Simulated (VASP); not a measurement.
Input of a VASP 6.6.1 run:

INCAR

```
SYSTEM = AlN
PREC     = Accurate       ! precision mode
ENCUT    = 520            ! plane-wave cutoff, eV
EDIFF    = 1E-7           ! SCF threshold, eV
ISMEAR   = 0              ! smearing method
SIGMA    = 0.02           ! smearing width, eV
LREAL    = .FALSE.        ! projectors in reciprocal space
LASPH    = .TRUE.         ! aspherical terms in the spheres
NELM     = 100            ! most SCF steps
ALGO     = Normal         ! electronic algorithm
ISIF     = 3              ! what is computed and relaxed
LWAVE    = .FALSE.        ! write WAVECAR
LCHARG   = .FALSE.        ! write CHGCAR
GGA      = PE             ! functional
IBRION   = 2              ! ionic algorithm
NSW      = 80             ! ionic steps
EDIFFG   = -0.002         ! ionic threshold
KPAR     = 4
```

Contents of KPOINTS:

```
regular mesh
0
G
  12 12 6
  0 0 0
```

POSCAR

```
AlN
1.0
    3.1130000000      0.0000000000      0.0000000000
   -1.5565000000      2.6959370800      0.0000000000
    0.0000000000      0.0000000000      4.9810000000
Al N
2 2
Direct
    0.3333333300      0.6666666700      0.0000000000
    0.6666666700      0.3333333300      0.5000000000
    0.3333333300      0.6666666700      0.3800000000
    0.6666666700      0.3333333300      0.8800000000
```

Potentials or basis: VASP PAW PBE potentials, release 64 (Al, N).

Launch:

```bash
$ cat potpaw_PBE.64/Al/POTCAR potpaw_PBE.64/N/POTCAR > POTCAR
$ mpirun -np 4 vasp_std > vasp.out
```

Question: Estimate the space group after relaxing (to 0.05 Å).

Answer: P6_3mc (No. 186).

Question: Estimate the relaxed volume.

Answer: 10.63 Å³/atom.

Step by step:
```tsv
step	energy change (eV)	largest force (eV/Å)	pressure (GPa)	volume (Å³)
1	0.0000	0.1289	3.46	41.80
2	-0.0019	0.0913	-2.90	43.18
3	-0.0088	0.0034	0.00	42.52
4	-0.0088	0.0059	0.07	42.51
5	-0.0088	0.0066	0.05	42.51
6	-0.0088	0.0070	0.04	42.51
7	-0.0088	0.0022	-0.02	42.53
8	-0.0088	0.0007	0.00	42.52
```

PBE usually gives volumes a little too large and moduli too small. Zero-point motion and thermal expansion aren't in these numbers.
